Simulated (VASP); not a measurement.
# WSe2 in VASP: relaxation of cell and atoms with PBEsol+D4

Aim: the relaxation of cell and atoms of WSe2 with PBEsol+D4.

All numbers are computed with VASP 6.6.1; they aren't measurements. Logs are shortened: lines on timing, memory, paths and dates and some standing lists are left out, and cuts for length are marked.

**1. The structure**

The cell holds a sheet with vacuum, 3 atoms: a = 3.300 Å, b = 3.300 Å, c = 19.360 Å, α = 90.00°, β = 90.00°, γ = 120.00°.

The cell was built by a generator and needn't be a form met in nature.

**2. Relaxation of cell and atoms, PBEsol+D4**

INCAR reads:

```
ALGO = Fast
EDIFF = 1E-6
EDIFFG = -0.005
ENCUT = 600
GGA = PS
IBRION = 2
ISIF = 3
ISMEAR = 0
IVDW = 13
KPAR = 2
LASPH = True
LATTICE_CONSTRAINTS = .TRUE. .TRUE. .FALSE.
LCHARG = False
LREAL = False
LWAVE = False
NELM = 120
NSW = 60
PREC = Accurate
SIGMA = 0.03
```

KPOINTS reads:

```
k-points
0
Gamma
  12 12 1
```

POSCAR reads:

```
WSe2
1.0
    3.3000000000      0.0000000000      0.0000000000
   -1.6500000000      2.8578838300      0.0000000000
    0.0000000000      0.0000000000     19.3600000000
Se W
2 1
Direct
    0.6666670000      0.3333330000      0.4132231400
    0.6666670000      0.3333330000      0.5867768600
    0.3333330000      0.6666670000      0.5000000000
```

Potentials or basis: VASP PAW PBE potentials, release 64 (Se, W_sv).

Run with:

```sh
$ cat potpaw_PBE.64/Se/POTCAR potpaw_PBE.64/W_sv/POTCAR > POTCAR
$ mpirun -np 2 vasp_std > vasp.out
```

OUTCAR:

```text
EDIFF = 1E-6
   EDIFFG = -0.005
   ENCUT = 600
   GGA = PS
   IBRION = 2
   ISIF = 3
   ISMEAR = 0
   IVDW = 13
   LASPH = True
   LREAL = False
   NELM = 120
   NSW = 60
   PREC = Accurate

 ion  position               nearest neighbor table
   1  0.667  0.333  0.413-   3 2.54   3 2.54   3 2.54
   2  0.667  0.333  0.587-   3 2.54   3 2.54   3 2.54
   3  0.333  0.667  0.500-   1 2.54   2 2.54   1 2.54   2 2.54   1 2.54   2 2.54

  LATTYP: Found a hexagonal cell.
 ALAT       =     3.3000000000
 C/A-ratio  =     5.8666666667

  Lattice vectors:

 A1 = (   3.3000000000,   0.0000000000,   0.0000000000)
 A2 = (  -1.6500000000,   2.8578838300,   0.0000000000)
 A3 = (   0.0000000000,   0.0000000000,  19.3600000000)

Analysis of symmetry for initial positions (statically):
=====================================================================
 Subroutine PRICEL returns:
 Original cell was already a primitive cell.

 Routine SETGRP: Setting up the symmetry group for a
 hexagonal supercell.

 Subroutine GETGRP returns: Found 12 space group operations
 (whereof 12 operations were pure point group operations)
 out of a pool of 24 trial point group operations.

The static configuration has the point symmetry D_3h.

Analysis of symmetry for dynamics (positions and initial velocities):
=====================================================================
 Subroutine PRICEL returns:
 Original cell was already a primitive cell.

 Routine SETGRP: Setting up the symmetry group for a
 hexagonal supercell.

 Subroutine GETGRP returns: Found 12 space group operations
 (whereof 12 operations were pure point group operations)
 out of a pool of 24 trial point group operations.

The dynamic configuration has the point symmetry D_3h.

 Subroutine INISYM returns: Found 12 space group operations
 (whereof 12 operations are pure point group operations),
 and found     1 'primitive' translations

----------------------------------------------------------------------------------------

                                     Primitive cell

  volume of cell :     182.5845

  direct lattice vectors                    reciprocal lattice vectors
     3.300000000  0.000000000  0.000000000     0.303030303  0.174954627  0.000000000
    -1.650000000  2.857883830  0.000000000     0.000000000  0.349909254  0.000000000
     0.000000000  0.000000000 19.360000000     0.000000000  0.000000000  0.051652893

  length of vectors
     3.300000000  3.299999998 19.360000000     0.349909254  0.349909254  0.051652893

  position of ions in fractional coordinates (direct lattice)
     0.666667000  0.333333000  0.413223140
     0.666667000  0.333333000  0.586776860
     0.333333000  0.666667000  0.500000000

  ion indices of the primitive-cell ions
   primitive index   ion index
                 1           1
                 2           2
                 3           3

----------------------------------------------------------------------------------------

 KPOINTS: k-points

Automatic generation of k-mesh.
 Grid dimensions read from file:
 generate k-points for:   12   12    1

 Generating k-lattice:

  Cartesian coordinates                     Fractional coordinates (reciprocal lattice)
     0.025252525  0.014579552  0.000000000     0.083333333  0.000000000  0.000000000
     0.000000000  0.029159105  0.000000000     0.000000000  0.083333333  0.000000000
     0.000000000  0.000000000  0.051652893     0.000000000  0.000000000  1.000000000

  Length of vectors
     0.029159105  0.029159105  0.051652893

  Shift w.r.t. Gamma in fractional coordinates (k-lattice)
     0.000000000  0.000000000  0.000000000

 Subroutine IBZKPT returns following result:
 ===========================================

 Found     19 irreducible k-points:

 Following reciprocal coordinates:
            Coordinates               Weight
  0.000000  0.000000  0.000000      1.000000
  0.083333 -0.000000  0.000000      6.000000
  0.166667 -0.000000  0.000000      6.000000
  0.250000 -0.000000  0.000000      6.000000
  0.333333 -0.000000  0.000000      6.000000
  0.416667 -0.000000  0.000000      6.000000
[... 11 lines left out ...]
  0.333333  0.250000  0.000000     12.000000
  0.333333  0.333333  0.000000      2.000000
   k-points           NKPTS =     19   k-points in BZ     NKDIM =     19   number of bands    NBANDS=     17
   number of dos      NEDOS =    301   number of ions     NIONS =      3
   total plane-waves  NPLWV = 125440
   dimension x,y,z NGX =    28 NGY =   28 NGZ =  160
   dimension x,y,z NGXF=    56 NGYF=   56 NGZF=  320
   ions per type =               2   1
   NGX,Y,Z   is equivalent  to a cutoff of  14.11, 14.11, 13.74 a.u.
   NGXF,Y,Z  is equivalent  to a cutoff of  28.21, 28.21, 27.48 a.u.
 SYSTEM =  unknown system
   PREC   = accura    normal or accurate (medium, high low for compatibility)
   ISTART =      0    job   : 0-new  1-cont  2-samecut
   ICHARG =      2    charge: 1-file 2-atom 10-const
   ISPIN  =      1    spin polarized calculation?
   LNONCOLLINEAR =      F non collinear calculations
   LSORBIT =      F    spin-orbit coupling
   LASPH  =      T    aspherical Exc in radial PAW
   ENCUT  =  600.0 eV  44.10 Ry    6.64 a.u.   6.59  6.59 38.67*2*pi/ulx,y,z
   NELM   =    120;   NELMIN=  2; NELMDL= -5     # of ELM steps
   EDIFF  = 0.1E-05   stopping-criterion for ELM
   LREAL  =      F    real-space projection
   EDIFFG = -.5E-02   stopping-criterion for IOM
   NSW    =     60    number of steps for IOM
   IBRION =      2    ionic relax: 0-MD 1-quasi-New 2-CG
   NFREE  =      1    steps in history (QN), initial steepest desc. (CG)
   ISIF   =      3    stress and relaxation
   ISYM   =      2    0-nonsym 1-usesym 2-fastsym
   POTIM  = 0.5000    time-step for ionic-motion
   TEBEG  =    0.0;   TEEND  =   0.0 temperature during run
   PSTRESS=    0.0 pullay stress
   NELECT =      26.0000    total number of electrons
   NUPDOWN=      -1.0000    fix difference up-down
   EMIN   =  10.00;   EMAX   =-10.00  energy-range for DOS
   EFERMI =   0.00;   METHOD = LEGACY
   ISMEAR =     0;   SIGMA  =   0.03  broadening in eV -4-tet -1-fermi 0-gaus
   EFERMI_NEDOS =   21; number of points for ismear=-14 and -15
   IALGO  =     68    algorithm
   IMIX   =      4    mixing-type and parameters
     AMIX     =   0.40;   BMIX     =  1.00
     AMIX_MAG =   1.60;   BMIX_MAG =  1.00
  volume/ion in A,a.u.               =      60.86       410.71
  Fermi-wavevector in a.u.,A,eV,Ry     =   0.854892  1.615512  9.943690  0.730841
  Thomas-Fermi vector in A             =   1.971558
   LORBIT       =      0    0 simple, 1 ext, 2 COOP (PROOUT), +10 PAW based schemes
   GGA     = PS    functional components
   LHFCALC =     F    Hartree Fock is set to
   AEXX    =    0.0000 exact exchange contribution
   IVDW    =    13    specifies the selected vdW correction
   LEPSILON=     F    determine dielectric tensor
   LRPA    =     F    only Hartree local field effects (RPA)
 conjugate gradient relaxation of ions
 non-spin polarized calculation
 RMM-DIIS sequential band-by-band and
 Gauss-broadening in eV      SIGMA  =   0.03
  energy-cutoff  :      600.00
  volume of cell :      182.58
 maximum number of plane-waves:      6165
 NGX is ok and might be reduce to    28
   NGX = 13   NGY = 13   NGZ = 77

--------------------------------------- Ionic step        1  -------------------------------------------

 number of electron      25.9999999 magnetization

 Free energy of the ion-electron system (eV)
  ---------------------------------------------------
  ext. energy  EPLUGINS =         0.00000000
  ---------------------------------------------------
  free energy    TOTEN  =       -23.22566987 eV

  energy without entropy =      -23.22566987  energy(sigma->0) =      -23.22566987

------------------------ aborting loop because EDIFF is reached ----------------------------------------

  DFT-D4 for vdW energy calculation

  Edisp (eV):   -0.56602

  FORCE on cell =-STRESS in cart. coord.  units (eV):
  Direction    XX          YY          ZZ          XY          YZ          ZX
  --------------------------------------------------------------------------------------
  -------------------------------------------------------------------------------------
  Total      -1.63762    -1.63762    -1.04924     0.00000     0.00000     0.00000
  in kB     -14.37006   -14.37006    -9.20710     0.00000     0.00000     0.00000
  external pressure =      -12.65 kB  Pullay stress =        0.00 kB
[... 100 lines left out ...]
  FREE ENERGIE OF THE ION-ELECTRON SYSTEM (eV)
  ---------------------------------------------------
  free  energy   TOTEN  =       -23.8147642719 eV

  energy  without entropy=      -23.8147642719  energy(sigma->0) =      -23.81476427

[... ionic steps 4 to 8 ...]

--------------------------------------- Ionic step        9  -------------------------------------------

 number of electron      26.0000000 magnetization

------------------------ aborting loop because EDIFF is reached ----------------------------------------

  DFT-D4 for vdW energy calculation

  Edisp (eV):   -0.58350
[... 71 lines left out ...]
  energy  without entropy=      -23.8155991110  energy(sigma->0) =      -23.81559911

--------------------------------------- Ionic step       11  -------------------------------------------

 number of electron      26.0000000 magnetization

 Free energy of the ion-electron system (eV)
  ---------------------------------------------------
  ext. energy  EPLUGINS =         0.00000000
  ---------------------------------------------------
  free energy    TOTEN  =       -23.23242705 eV

  energy without entropy =      -23.23242705  energy(sigma->0) =      -23.23242705

 E-fermi :  -1.1379     XC(G=0):  -4.2106

 val. band max:       -1.3671314181   @ k =   0.3333   0.3333   0.0000
 cond. band min:       0.2883457456   @ k =   0.1667   0.1667   0.0000
 fundamental gap:      1.6554771637
 Fermi energy:        -1.1378755227

 k-point     1 :       0.0000    0.0000    0.0000
  band No.  band energies     occupation
      1     -75.2956      2.00000
      2     -39.5737      2.00000
      3     -39.4043      2.00000
      4     -39.4043      2.00000
      5     -16.3173      2.00000
      6     -15.0268      2.00000
[... 9 lines left out ...]
     16       1.9210      0.00000
     17       1.9210      0.00000
[... 392 lines left out ...]
  FREE ENERGIE OF THE ION-ELECTRON SYSTEM (eV)
  ---------------------------------------------------
  free  energy   TOTEN  =       -23.8156014806 eV

  energy  without entropy=      -23.8156014806  energy(sigma->0) =      -23.81560148

 reached required accuracy - stopping structural energy minimisation
```

Wall time 5.2 min (2 MPI ranks of AMD EPYC 7R13 (Zen 3), shared host); peak memory 0.4 GiB.

Results:

```yaml
Free_energy: -23.8156 eV
Relaxed_volume: 59.15 Å³/atom
Relaxed_cell: a = 3.253 Å, b = 3.253 Å, c = 19.360 Å, α = 90.00°, β = 90.00°, γ = 120.00°
Space_group_after_relaxing_to_0.05_Å: P-6m2 (No. 187)
Energy_gained_by_relaxing: 8.0 meV/atom
Ionic_steps: 11
Band_gap_on_the_k_mesh: 1.66 eV, indirect (least direct gap 1.76 eV)
Dispersion_energy_per_atom: -0.194 eV
```

Forces on the atoms (eV/Å):
```
Se   0.000  0.000  0.002
Se   0.000  0.000 -0.002
W    0.000  0.000  0.000
```

Step by step:
```tsv
step	energy change (eV)	largest force (eV/Å)	pressure (GPa)	volume (Å³)
1	0.0000	0.3109	-1.26	182.58
2	0.0074	0.5847	1.75	173.09
3	-0.0231	0.0886	0.04	178.09
4	-0.0231	0.0961	0.07	178.00
5	-0.0237	0.0464	0.06	177.64
6	-0.0239	0.0270	0.02	177.48
7	-0.0239	0.0160	0.01	177.17
8	-0.0239	0.0056	0.03	177.32
9	-0.0239	0.0100	0.03	177.35
10	-0.0239	0.0071	0.01	177.34
11	-0.0239	0.0022	-0.01	177.44
```

Final structure:
```
Se W
1.0
     3.25313    0.00000    0.00000
    -1.62657    2.81730    0.00000
     0.00000    0.00000   19.36000
Se W
2 1
Cartesian
  1.6266 0.9391 7.9998
  1.6266 0.9391 11.3602
  0.0000 1.8782 9.6800
```

Caveat: the PAW data sets were made with another functional, which shifts forces and pressure a little; spin-orbit coupling is left out, which moves the levels of the heavy elements.
